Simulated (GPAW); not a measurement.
**BaS: band structure with PBE**

**What was measured.**

From a printed reference work, monograph, original work of 1988, for a bulk crystal of BaS at 2 K: band gap 3.806 eV (indirect).

BaS:

```
Ba S
1.0
     0.00000    3.19375    3.19375
     3.19375    0.00000    3.19375
     3.19375    3.19375    0.00000
Ba S
1 1
Direct
  0.00000 0.00000 0.00000
  0.50000 0.50000 0.50000
```

```json
{"Program": "GPAW 26.7.0", "Task": "band structure", "Functional": "PBE", "Potentials or basis": "PAW data sets generated in the run's folder for this functional", "Cutoff": "600 eV", "Basis": "pw", "k mesh": "7 × 7 × 7", "Occupations": "fermi-dirac, width 0.05 eV", "Spin": "no spin polarisation", "Maxiter": "150", "Band path": "GXWKGLUWLK,UX", "Band points": "60"}
```

- Pressure: 1.2 GPa
- Band gap on the k mesh: 2.19 eV, indirect (least direct gap 2.33 eV)
- Band gap along the path: 2.13 eV, indirect (least direct gap 2.26 eV)

Levels at the corners of the path, in eV from the valence-band top:
| point | band 4 | band 5 | band 6 | band 7 | band 8 | band 9 | band 10 | band 11 | band 12 | band 13 |
| --- | --- | --- | --- | --- | --- | --- | --- | --- | --- | --- |
| Γ | -11.11 | -10.34 | 0.00 | 0.00 | 0.00 | 3.62 | 3.89 | 3.89 | 3.89 | 4.81 |
| X | -11.30 | -10.26 | -0.51 | -0.13 | -0.13 | 2.13 | 5.95 | 6.05 | 7.52 | 7.52 |
| W | -11.45 | -9.71 | -1.10 | -0.48 | -0.48 | 4.30 | 4.30 | 6.31 | 6.89 | 7.54 |
| K | -11.25 | -9.76 | -0.93 | -0.60 | -0.52 | 3.31 | 5.97 | 6.61 | 6.77 | 7.28 |
| Γ | -11.11 | -10.34 | 0.00 | 0.00 | 0.00 | 3.62 | 3.89 | 3.89 | 3.89 | 4.81 |
| L | -11.15 | -9.11 | -1.91 | -1.07 | -1.07 | 5.56 | 5.68 | 6.33 | 6.33 | 8.88 |
| U | -11.25 | -9.76 | -0.93 | -0.60 | -0.52 | 3.31 | 5.97 | 6.61 | 6.77 | 7.28 |
| W | -11.45 | -9.71 | -1.10 | -0.48 | -0.48 | 4.30 | 4.30 | 6.31 | 6.89 | 7.54 |
| L | -11.15 | -9.11 | -1.91 | -1.07 | -1.07 | 5.56 | 5.68 | 6.33 | 6.33 | 8.88 |
| K | -11.25 | -9.76 | -0.93 | -0.60 | -0.52 | 3.31 | 5.97 | 6.61 | 6.77 | 7.28 |
| U | -11.25 | -9.76 | -0.93 | -0.60 | -0.52 | 3.31 | 5.97 | 6.61 | 6.77 | 7.28 |
| X | -11.30 | -10.26 | -0.51 | -0.13 | -0.13 | 2.13 | 5.95 | 6.05 | 7.52 | 7.52 |

Wall time 42 s on 1 thread of INTEL(R) XEON(R) PLATINUM 8581C CPU @ 2.10GHz (Emerald Rapids), with other jobs on the host, peak memory 0.28 GiB.

A measured gap of BaS is 3.806 eV (indirect; 2 K; a printed reference work, monograph, original work of 1988); the calculated 2.13 eV misses it by -1.67 eV. Spin-orbit coupling on Ba is left out. The value is that of PBE, without temperature or zero-point motion. Semilocal functionals fall short of measured gaps as a rule.

Caveat: spin-orbit coupling is left out, which moves the levels of the heavy elements.
